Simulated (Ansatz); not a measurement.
GaP (zincblende), relaxed with r2SCAN. Ga is surrounded by 4 P at 2.36 Å; P is surrounded by 4 Ga at 2.36 Å.

Space group F-43m (No. 216). a = 5.451 Å, b = 5.451 Å, c = 5.451 Å, α = 90.00°, β = 90.00°, γ = 90.00°
```
atom  site  symmetry       x       y       z
  Ga    4a      -43m  0.0000  0.0000  0.0000
   P    4d      -43m  0.2500  0.2500  0.7500
```

3 runs of Ansatz on this cell differ in the functional (and in the settings that go with it). Levels are in eV from each run's valence top; v1 is the last filled band, c1 the first empty one.

Run A, mean stress +0.5 GPa (compression positive):
```tsv
point	v4	v3	v2	v1	c1	c2
Γ	-13.88	0.00	0.00	0.00	3.44	5.45
X	-10.67	-7.43	-2.97	-2.97	2.96	3.24
U	-10.71	-7.19	-4.36	-2.49	3.59	6.45
```

Run B, mean stress +1.7 GPa (compression positive):
```tsv
point	v4	v3	v2	v1	c1	c2
Γ	-13.04	0.00	0.00	0.00	2.43	4.48
X	-9.98	-7.03	-2.80	-2.80	2.14	2.35
U	-10.01	-6.80	-4.11	-2.35	2.71	5.43
```

Run C, mean stress +5.5 GPa (compression positive):
```tsv
point	v4	v3	v2	v1	c1	c2
Γ	-17.58	0.00	0.00	0.00	9.09	10.75
X	-13.68	-9.01	-3.60	-3.60	7.60	8.16
U	-13.74	-8.68	-5.23	-3.00	8.46	11.86
```

Q: Match the runs to DDH-PBE0, PBE0, Hartree-Fock.

A: A is PBE0, B is DDH-PBE0, C is Hartree-Fock. In order of the gap: DDH-PBE0 2.09, PBE0 2.93, Hartree-Fock 7.60 eV.

Calculated for a static, non-magnetic cell.

The stress of a hybrid is loosely converged in these runs.

The meshes of the hybrids are coarse, so their gaps aren't converged to the digits shown.
